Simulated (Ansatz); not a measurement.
Method: DFT PBE, scalar-relativistic, plane waves, PAW in Ansatz. Cutoff 420 eV, Γ-centred meshes of about 0.25 Å⁻¹ or finer for metals and 0.3 Å⁻¹ for insulators (2π included), Gaussian smearing. No spin polarisation.

These relaxed cells of TiAl3 both derive from the hcp lattice, more or less distorted, and differ in how Ti and Al are arranged on its sites.

Cell 1.

```xyz
8
Lattice="5.5692 0.0000 0.0000 -2.7846 4.8231 0.0000 0.0000 0.0000 4.7317" Properties=species:S:1:pos:R:3 pbc="T T T"
Ti    0.0000    3.2154    1.1829
Ti    2.7846    1.6077    3.5487
Al    1.3956    4.0211    3.5487
Al    4.1802    0.8020    1.1829
Al    0.0000    1.6039    3.5487
Al   -1.3956    4.0211    3.5487
Al    1.3890    0.8020    1.1829
Al    2.7846    3.2192    1.1829
```

Cell 2.

```xyz
4
Lattice="2.8022 0.0000 0.0000 0.0000 4.7118 0.0000 0.0000 0.0000 4.9337" Properties=species:S:1:pos:R:3 pbc="T T T"
Ti    0.0000    2.3559    1.6256
Al    0.0000    0.0000    0.0305
Al    1.4011    0.0000    2.4669
Al    1.4011    2.3559    4.0998
```

Problem. Which of the two orders is favoured, and by what margin per atom?

Solution. Cell 1 (P6_3/mmc) is lower; cell 2 (Pmm2) lies 76 meV/atom higher. Cell 1, 15.9 Å³/atom, no gap on its mesh: Ti is surrounded by 12 Al at 2.78–2.86 Å; Al is surrounded by 8 Al at 2.78–2.86 Å and 4 Ti at 2.78–2.86 Å. Cell 2, 16.3 Å³/atom, no gap on its mesh: Ti is surrounded by 2 Ti at 2.80 Å and 10 Al at 2.83–2.87 Å; around Al on its first site lie 10 Al at 2.80–2.87 Å and 2 Ti at 2.85 Å; Al on its second site has 8 Al at 2.80–2.87 Å and 4 Ti at 2.87 Å; Al on its third site has 8 Al at 2.80–2.87 Å and 4 Ti at 2.83–2.84 Å. Another cell of the search lies lower still, by 87 meV/atom.

Trial moments fell under 0.15 μB along the way in P6_3/mmc and Pmm2; another start might hold them. Cells relaxed within their symmetry can be saddle points. Other orderings may lie lower.
